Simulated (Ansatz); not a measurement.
A crystal relaxed with r2SCAN in the PAW code Ansatz has space group Fm-3m (No. 225) and a = 6.511 Å.

```
atom  site       x       y       z
  Xx    4a  0.0000  0.0000  0.0000
  Na    8c  0.2500  0.7500  0.7500
```

r2SCAN gives a direct gap of 3.09 eV at Γ. HSE06 gives a direct gap of 3.53 eV at Γ. With PBE the gap is 2.53 eV and direct, at Γ. Meshes: r2SCAN 8×8×8, HSE06 6×6×6, PBE 8×8×8. r2SCAN's ε∞ is 3.2 in all directions.

Task: Which element is Xx?
A. S
B. O
C. Se
D. Te

Result: A. Xx is S: Na2S (antifluorite). S is surrounded by 8 Na at 2.82 Å; Na is surrounded by 4 S at 2.82 Å.

Calculated for a static, non-magnetic cell.
